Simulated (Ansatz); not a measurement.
## How far is PAW off for SiS₂?

```xyz
6
Lattice="-2.8250 4.7850 2.7700 2.8250 -4.7850 2.7700 2.8250 4.7850 -2.7700" Properties=species:S:1:pos:R:3 pbc="T T T"
Si    0.0000    0.0000    4.1550
Si    0.0000    0.0000    1.3850
S     1.5990    3.6653    2.7700
S     1.2261    1.1197    0.0000
S     1.2260   -1.1197    2.7700
S     1.5990    5.9047    0.0000
```

Atoms are numbered in the order listed.

The conventional cell has a = 5.650 Å, b = 9.570 Å, c = 5.540 Å, α = 90.00°, β = 90.00°, γ = 90.00°. Si (atom 1) is surrounded by 4 S at 2.16 Å. S (atom 3) has 2 Si at 2.16 Å as nearest neighbours.

The cell is COD entry 1010409, as deposited and not checked against the literature; nothing was relaxed. It is an old determination, and later ones may differ.

All numbers are computed: DFT, PBE, PAW with Ansatz's default frozen-core files, scalar-relativistic (Ansatz 0.2.0); DFT, PBE, all-electron PAW with datasets made for the crystal, scalar-relativistic (Ansatz 0.2.0); DFT, PBE, all-electron LAPW, scalar-relativistic (Ansatz 0.2.0).

For PAW: a Γ-centred 5×6×5 k mesh, Fermi–Dirac smearing of 0.03 eV, cutoff 420 eV, no spin polarisation; this mesh doesn't keep the crystal's whole symmetry, which leaves small spurious terms. The crystal-made all-electron datasets (AE datasets) take a cutoff of 240 eV at this cell. LAPW targets a basis error of 1 meV/atom. The Ansatz runs share mesh, smearing and spin set-up. Plane-wave (PAW) pressures include the program's estimate of the Pulay term.

Stress and pressure are positive in compression.

Levels count from the top of the valence band.

```
                       quantity     PAW  AE datasets    LAPW
                 pressure (GPa)   -0.27        -0.24   -0.24
                stress xx (GPa)   -0.93        -0.91   -0.91
                stress yy (GPa)   -0.05        -0.03   -0.03
                stress zz (GPa)    0.18         0.22    0.23
          force on S3, x (eV/Å)   0.440        0.436   0.436
                  band gap (eV)   2.610        2.611   2.611
highest filled level at G0 (eV)  -0.816       -0.815  -0.815
  lowest empty level at G0 (eV)   2.791        2.792   2.792
 highest filled level at X (eV)  -0.271       -0.271  -0.271
   lowest empty level at X (eV)   2.627        2.628   2.628
highest filled level at F0 (eV)  -0.045       -0.045  -0.045
  lowest empty level at F0 (eV)   3.235        3.236   3.236
```

PAW's pressure differs from the LAPW value by -0.03 GPa. Datasets made for the crystal and LAPW share parts of one code, so their agreement isn't an independent check.
